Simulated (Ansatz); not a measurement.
The system is CsBr.

```
Cs Br
1.0
     4.32562    0.00000    0.00000
     0.00000    4.32562    0.00000
     0.00000    0.00000    4.32562
Cs Br
1 1
Direct
  0.00000 0.00000 0.00000
  0.50000 0.50000 0.50000
```

The cell comes from a database or a generator and needn't be the stable form of this composition.

Base run:

```yaml
Program: Ansatz 0.2.0
Functional: PBE
Potentials_or_basis: Ansatz PAW
Cutoff: "420 eV (not typed: the program's choice for these potentials)"
k_mesh: 6 × 6 × 6
Occupations: fermi-dirac, width 0.05 eV
Spin: spin-orbit coupling, no magnetisation
```

Its results: band gap on the k mesh 4.25 eV, direct; pressure 0.6 GPa.

Task: The run is repeated on the same cell with these changes: spin from spin-orbit coupling, no magnetisation to no spin polarisation; potential files from those of the base run to others of the same set. What comes out?

Result: Band gap on the k mesh 4.42 eV, indirect (least direct gap 4.43 eV); pressure 0.6 GPa.

Spin-orbit coupling splits the band edges, which narrows the gap.

Caveats: spin-orbit coupling is left out, which moves the levels of the heavy elements (some runs).
